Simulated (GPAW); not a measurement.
# AlN (P6_3mc) in GPAW: band structure with revTPSS

Aim: the band structure of AlN with revTPSS.

All numbers are computed with GPAW 26.7.0; they aren't measurements. Logs are shortened: lines on timing, memory, paths and dates and some standing lists are left out, and cuts for length are marked. The log counts tension as positive stress, the text compression.

**Experimental background.**

From “Self-assembly of well-separated AlN nanowires directly on sputtered metallic TiN films”, 2019, arxiv:1910.07391, for a bulk crystal of AlN at 10 K: band gap 6.034 eV (an exciton energy, a little under the gap).

How close the calculation comes is told below.

## 1. Starting point

Symmetry: P6_3mc, No. 186, hexagonal system. The conventional cell has a = 3.113 Å, b = 3.113 Å, c = 4.981 Å, α = 90.00°, β = 90.00°, γ = 120.00°. Al (site symmetry 3m) has 4 N at 1.89 Å as nearest neighbours. Around N (site symmetry 3m) lie 4 Al at 1.89 Å.

## 2. Band structure, revTPSS

File run.py:

```python
from ase import Atoms
from ase.dft.bandgap import bandgap
from ase.io import write
from ase.units import GPa
from gpaw import GPAW, PW

atoms = Atoms(['Al', 'Al', 'N', 'N'],
              cell=[[3.113, 0.0, 0.0],
                    [-1.5565, 2.695937082, 0.0],
                    [0.0, 0.0, 4.981]],
              scaled_positions=[[0.6666666667, 0.3333333333, 0.5],
                                [0.3333333333, 0.6666666667, 0.0],
                                [0.6666666667, 0.3333333333, 0.88],
                                [0.3333333333, 0.6666666667, 0.38]],
              pbc=True)

calc = GPAW(mode=PW(800),
            xc='MGGA_X_REVTPSS+MGGA_C_REVTPSS',
            kpts={'size': (7, 7, 4), 'gamma': True},
            occupations={'name': 'fermi-dirac', 'width': 0.05},
            nbands=18,
            convergence={'density': 1e-05, 'energy': 1e-05},
            eigensolver='davidson',
            maxiter=150,
            txt='gpaw.txt')
atoms.calc = calc
energy = atoms.get_potential_energy()
forces = atoms.get_forces()
stress = atoms.get_stress()
calc.write('gs.gpw')
write('result.traj', atoms)
print(f'Energy: {energy:.6f} eV')
print('Forces (eV/A):')
print(forces.round(4))
print('Stress (GPa):', (stress / GPa).round(3))
print('Fermi level:', round(calc.get_fermi_level(), 4), 'eV')
print(f'Gap: {bandgap(calc)[0]:.4f} eV, direct: {bandgap(calc, direct=True)[0]:.4f} eV')

path = atoms.cell.bandpath('GMKGALHA,LM,KH', npoints=100, eps=1e-4)
bs_calc = calc.fixed_density(kpts=path, symmetry='off', nbands=29,
                             convergence={'bands': 'CBM+6.0', 'eigenstates': 1e-6}, txt='bands.txt')
bs = bs_calc.band_structure()
bs.write('bs.json')
print(f'Gap on the path: {bandgap(bs_calc)[0]:.4f} eV')
```

Potentials or basis: GPAW PAW data sets (gpaw-data 1.2.1), pw.

Started as:

```bash
$ OMP_NUM_THREADS=1 python run.py
```

gpaw.txt:

```text
__  _  _
 | _ |_)|_||  |
 |__||  | ||/\| - 26.7.0

Input parameters:
  mode=PW(ecut=800.0),
  convergence={'density': 1e-05, 'energy': 1e-05},
  eigensolver=Davidson(niter=2),
  kpts=MonkhorstPack(size=(7, 7, 4), gamma=True),
  maxiter=150,
  nbands=18,
  occupations=Occupations(name='fermi-dirac', width=0.05),
  xc=XC(name='MGGA_X_REVTPSS+MGGA_C_REVTPSS')

Diagonalizing LCAO Hamiltonian
Converting LCAO to pw mode

           N

           Al
        N

        Al

Atoms  # Å, Bohr magnetons
|   | symbol |         x |        y |        z |    initial magnetic moments |
|---|--------|-----------|----------|----------|-----------------------------|
| 0 |     Al |  1.556500 | 0.898646 | 2.490500 | ( 0.0000,  0.0000,  0.0000) |
| 1 |     Al | -0.000000 | 1.797291 | 0.000000 | ( 0.0000,  0.0000,  0.0000) |
| 2 |      N |  1.556500 | 0.898646 | 4.383280 | ( 0.0000,  0.0000,  0.0000) |
| 3 |      N | -0.000000 | 1.797291 | 1.892780 | ( 0.0000,  0.0000,  0.0000) |

Unit cell  # Å
| periodic |         x |        y |        z |  lengths |     angles |
|----------|-----------|----------|----------|----------|------------|
|      yes |  3.113000 | 0.000000 | 0.000000 | 3.113000 |  90.000000 |
|      yes | -1.556500 | 2.695937 | 0.000000 | 3.113000 |  90.000000 |
|      yes |  0.000000 | 0.000000 | 4.981000 | 4.981000 | 120.000000 |

Number of symmetries: 6
Symmetry operations  # r_c * U_cc + t_c -> r_c
|   | kind |            matrix            |
|---|------|------------------------------|
| 0 |  σ   |  1, 1, 0,  0,-1, 0,  0, 0, 1 |
| 1 |  E   |  1, 0, 0,  0, 1, 0,  0, 0, 1 |
| 2 |  C3  |  0, 1, 0, -1,-1, 0,  0, 0, 1 |
| 3 |  σ   |  0,-1, 0, -1, 0, 0,  0, 0, 1 |
| 4 |  σ   | -1, 0, 0,  1, 1, 0,  0, 0, 1 |
| 5 |  C3  | -1,-1, 0,  1, 0, 0,  0, 0, 1 |

BZ-sampling:
  Number of BZ points: 196
  Number of IBZ points: 28

  Monkhorst-Pack size: [7, 7, 4]
  Monkhorst-Pack shift: [0.0, 0.0, 0.125]

K-points  # in reciprocal-cell coordinates
|     |                                coordinates |     weight |
|-----|--------------------------------------------|------------|
|   0 | (  0.00000000,   0.00000000,   0.00000000) | 0.00510204 |
|   1 | (  0.00000000,   0.00000000,   0.25000000) | 0.01020408 |
|   2 | (  0.00000000,   0.00000000,   0.50000000) | 0.00510204 |
|   3 | (  0.14285714,   0.00000000,  -0.25000000) | 0.03061224 |
|   4 | (  0.14285714,   0.00000000,   0.00000000) | 0.03061224 |
|   5 | (  0.14285714,   0.00000000,   0.25000000) | 0.03061224 |
|   6 | (  0.14285714,   0.00000000,   0.50000000) | 0.03061224 |
|   7 | (  0.28571429,  -0.14285714,   0.00000000) | 0.03061224 |
|   8 | (  0.28571429,  -0.14285714,   0.25000000) | 0.06122449 |
|   9 | (  0.28571429,  -0.14285714,   0.50000000) | 0.03061224 |
| ... |                                            |            |
|  27 | (  0.42857143,   0.42857143,   0.50000000) | 0.03061224 |

Plane wave coefficients: 2177
Cutoff: 800.0 eV

Spin-components: 1 (collinear spins)
Bands:           18
Projectors:      20
Spin-degeneracy: 2
Datatype:        complex128

Parallelization:
  kpt:    1
  domain: 1
  band:   1

Density:
  Valence electrons: 16.0
  Components: 1
  Grid points: [21 21 35]
  Charge: 0.0  # |e|

Potential:
  Grid points: [21 21 35]

species:
  Al:
    name:    Aluminium
    Z:       13.0
    valence: 3
    core:    10
    charge:  0.0  # [|e|]
    compensation charges:
      type: gauss
      rc: 0.34  # [Å]
      lmax: 2
    cutoffs:
      filter: 1.91  # [Å]
      core: 2.36  # [Å]
    projectors
    | kind |    occ | energy [eV] | rcut [Å] |
    |------|--------|-------------|----------|
    |   3s |  2.000 |      -7.753 |    1.085 |
    |   3p |  1.000 |      -2.712 |    1.085 |
    |    s |        |      19.459 |    1.085 |
    |    p |        |      24.499 |    1.085 |
    |    d |        |       0.000 |    1.085 |

    Using partial waves for Al as LCAO basis

  N:
    name:    Nitrogen
    Z:       7.0
    valence: 5
    core:    2
    charge:  0.0  # [|e|]
    compensation charges:
      type: gauss
      rc: 0.18  # [Å]
      lmax: 2
    cutoffs:
      filter: 1.11  # [Å]
      core: 0.96  # [Å]
    projectors
    | kind |    occ | energy [eV] | rcut [Å] |
    |------|--------|-------------|----------|
    |   2s |  2.000 |     -18.583 |    0.603 |
    |   2p |  3.000 |      -7.089 |    0.529 |
    |    s |        |       8.629 |    0.603 |
    |    p |        |      20.123 |    0.529 |
    |    d |        |       0.000 |    0.577 |

    Using partial waves for N as LCAO basis

Reference energy: -16170.289538  # eV

eigensolver:
  Davidson
  Converge bands: occupied
  niter=2

density mixing:
  MSR1-Mixer
  Pratt-step length: 0.05
  Maximum mixing coefficient: 0.75
  Old densities: 10
  SVD Regularization: 0.005
  Good broyden scale: 1.0
  Trust region scale: 1.0
  Backstep threshold: 4.0
  History deletion threshold: 6.0
  Fourier metric: weight=20.0, sigma=0.015

occupation numbers:
  Fermi-Dirac:
    width: 0.0500  # eV

poisson solver:
  ecut: 6400.0  # eV

xc functional:
  name: MGGA_X_REVTPSS+MGGA_C_REVTPSS with 2 nearest neighbor stencil

convergence criteria:
- Maximum integral of absolute [dens]ity change: 1e-05 electrons / valence electron
- Maximum [total energy] change in last 3 cyles: 1e-05 eV / valence electron
- Maximum integral of absolute [eigenst]ate change: 4e-08 eV^2 / valence electron
maximum number of iterations: 150

SCF iterations
|iter     | |      energy | eigst |  dens |
|---------|-|-------------|-------|-------|
|iter:   1| |  174.603759 | +3.56 |       |
|iter:   2| |  -38.423197 | +0.50 | -0.88 |
|iter:   3| |-92921.718887 | +4.29 | -0.57 |
|iter:   4| |   73.444184 | +2.83 | +1.41 |
|iter:   5| |   22.409536 | +1.91 | -0.11 |
|iter:   6| |  -31.308470 | +1.42 | -0.56 |
|iter:   7| |  -36.412294 | -0.61 | -0.80 |
|iter:   8| |  -35.453218 | -1.36 | -0.81 |
|iter:   9| |  -35.600070 | -1.39 | -1.24 |
|iter:  10| |  -35.572511 | -2.94 | -1.32 |
|iter:  11| |  -35.605640 | -3.16 | -1.29 |
|iter:  12| |  -35.662331 | -3.13 | -1.26 |
|iter:  13| |  -35.686645 | -3.64 | -1.21 |
|iter:  14| |  -35.467685 | -1.37 | -1.18 |
|iter:  15| |  -35.503378 | -3.33 | -1.73 |
|iter:  16| |  -35.484942 | -2.80 | -1.77 |
|iter:  17| |  -35.486375 | -4.71 | -2.77 |
|iter:  18| |  -35.486388 | -5.97 | -3.35 |
|iter:  19| |  -35.486392c| -7.02 | -3.84 |
|iter:  20| |  -35.486392c| -7.96c| -4.30 |
|iter:  21| |  -35.486392c| -9.54c| -5.22c|

Converged in 21 steps
Energy contributions relative to reference atoms: (reference = -16170.289538)

Energy contributions:
  Kinetic:          29.699352
  Coulomb:         -25.392600
  Zero:              0.107176
  External:          0.000000
  Xc:              -39.900320
  Entropy:          -0.000000
  Spinorbit:         0.000000
  ----------------------------
  Free energy:     -35.486392
  Extrapolated:    -35.486392

dipole moment: (-0.000005, 0.000001, -6.813128)  # |e|*Ang

Fermi level: 7.695
Eigenvalues  # (at kpt = [0.000, 0.000, 0.000])
| band index |      eig [eV] | occ [0-2] |
|------------|---------------|-----------|
|          0 |        -9.609 |     2.000 |
|          1 |        -7.477 |     2.000 |
|          2 |        -0.043 |     2.000 |
|          3 |         5.223 |     2.000 |
|          4 |         5.223 |     2.000 |
|          5 |         5.882 |     2.000 |
[... 8 lines left out ...]
|         14 |        19.586 |     0.000 |
|         15 |        19.596 |     0.000 |
|        ... |               |           |
|         17 |        20.902 |     0.000 |

Gap: 4.129 eV
Transition (v -> c):
  (s=0, k=0, n=7, [0.00, 0.00, 0.00]) -> (s=0, k=0, n=8, [0.00, 0.00, 0.00])
No difference between direct/indirect transitions

Forces  # eV/Ang
|        x |       y |        z |
|----------|---------|----------|
|  0.00000 | 0.00000 | -0.13031 |  # Al   0
| -0.00000 | 0.00000 | -0.13020 |  # Al   1
| -0.00000 | 0.00000 |  0.12959 |  # N    2
|  0.00000 | 0.00000 |  0.13135 |  # N    3

Stress tensor  # eV/Ang^3
|         x |         y |         z |
|-----------|-----------|-----------|
| -0.016177 |  0.000000 | -0.000000 |
|  0.000000 | -0.016177 |  0.000000 |
| -0.000000 |  0.000000 | -0.026465 |

# Writing to gs.gpw (mode='')
```

Run time: 3.5 min. Hardware: 1 thread of Arm Neoverse V2, shared host; peak memory 0.39 GiB.

Results:

```yaml
Free_energy: -35.4864 eV
Pressure: 3.1 GPa
Largest_force: 0.131 eV/Å
Band_gap_on_the_k_mesh: 4.13 eV, direct
Band_gap_along_the_path: 4.13 eV, direct
```

Forces on the atoms (eV/Å):
```
Al   0.000  0.000 -0.130
Al   0.000  0.000 -0.130
N    0.000  0.000  0.130
N    0.000  0.000  0.131
```

Levels at the corners of the path, in eV from the valence-band top:
```tsv
point	band 6	band 7	band 8	band 9	band 10	band 11
Γ	-0.19	-0.19	0.00	4.13	6.79	10.65
M	-2.10	-1.82	-0.67	5.73	5.81	8.32
K	-2.48	-2.41	-2.41	4.90	8.34	9.82
Γ	-0.19	-0.19	0.00	4.13	6.79	10.65
A	-0.52	-0.52	-0.52	6.50	6.50	10.48
L	-1.46	-1.38	-1.38	5.26	5.26	9.45
H	-3.95	-0.79	-0.79	7.35	7.35	7.98
A	-0.52	-0.52	-0.52	6.50	6.50	10.48
L	-1.46	-1.38	-1.38	5.26	5.26	9.45
M	-2.10	-1.82	-0.67	5.73	5.81	8.32
K	-2.48	-2.41	-2.41	4.90	8.34	9.82
H	-3.95	-0.79	-0.79	7.35	7.35	7.98
```

Caveat: the PAW data sets were made with another functional, which shifts forces and pressure a little.

## 3. Against experiment

Step 2. Measured gap of AlN: 6.034 eV (an exciton energy, a little under the gap; 10 K; quoted in “Self-assembly of well-separated AlN nanowires directly on sputtered metallic TiN films”, 2019, arxiv:1910.07391). This calculation gives 4.13 eV (-1.90 eV). 2 values of this kind are on record (6.034 to 6.0343 eV); this one was drawn at random. The value is that of revTPSS, without temperature or zero-point motion.
